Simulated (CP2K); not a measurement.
The system is Pd.

```
CELL_PARAMETERS angstrom
2.72327 0.00000 0.00000
-0.90776 2.56752 0.00000
-0.90776 -1.28376 2.22354
ATOMIC_POSITIONS crystal
Pd 0.00000 0.00000 0.00000
```

This isn't the form of Pd at room conditions, which is fcc.

| Property | Result |
| --- | --- |
| Program | CP2K 2026.2 |
| Task | single point |
| Functional | PBE |
| Potentials or basis | POTENTIAL_UZH Pd GTH-PBE-q18; TZVP-MOLOPT-PBE-GTH basis |
| Density cutoff | 6803 eV |
| k mesh | 12 × 12 × 12 |
| Occupations | fermi-dirac, width 0.05 eV |
| Spin | no spin polarisation |

On this cell: pressure 0.6 GPa; band gap on the k mesh none (metal or under the smearing width).

The same run follows on a disturbed copy (cell strained at random at fixed volume):

```
Pd
1.0
     2.75844    0.00000    0.00000
    -0.83685    2.58423    0.00000
    -1.01694   -1.19674    2.18100
Pd
1
Direct
  0.01291 0.99896 0.98783
```

Q: What does the disturbed cell give?

A: The energy (extrapolated to zero smearing) moves by +0.8 meV/atom; pressure 0.7 GPa; band gap on the k mesh none (metal or under the smearing width).

Stress tensor (GPa, compression positive):
```
-1.56  0.66 -1.87
 0.66  1.98 -1.36
-1.87 -1.36  1.71
```

Caveats: the basis of atomic orbitals isn't converged, which shifts pressures, moduli and gaps.
